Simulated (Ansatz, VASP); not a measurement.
# Two plane-wave programs on BaTiO3

```
CELL_PARAMETERS angstrom
2.82767 1.63255 2.38726
-2.82767 1.63255 2.38726
0.00000 -3.26511 2.38726
ATOMIC_POSITIONS crystal
Ba 0.99486 0.99486 0.99486
Ti 0.48109 0.48109 0.48109
O 0.51242 0.51242 0.02052
O 0.02052 0.51242 0.51242
O 0.51242 0.02052 0.51242
```

Change from the starting cell: z stretched by +3 %, ions relaxed.

Alike in both runs: functional PBE; k mesh 8 × 8 × 8; occupations fermi-dirac, width 0.02 eV; no spin polarisation.

Ansatz relaxed the structure, and its values are those at the end. VASP's run is a single point on that final structure, the one shown.

```csv
,VASP,Ansatz
version,VASP 6.6.1,Ansatz 0.2.0
potentials or method,"VASP PAW PBE potentials, release 64 (Ba_sv, Ti_sv, O)","plane-wave PAW, scalar-relativistic"
plane-wave cutoff (eV),520,420
valence electrons in the cell,40,40
```

```tsv
	VASP	Ansatz	Ansatz less VASP
gap on the k mesh at the Fermi level (eV)	2.58	2.63	+0.046
pressure (GPa)	3.3	1.7	-1.65
rms of the force components (eV/Å)	0.036	0.002	-0.0344
```

The functional is the same, so the differences come from potentials, cutoffs and numerics. Ansatz warned: «gradients_without_spin_orbit».

Caveats: spin-orbit coupling is left out, which moves the levels of the heavy elements. A k mesh can miss the band edges.
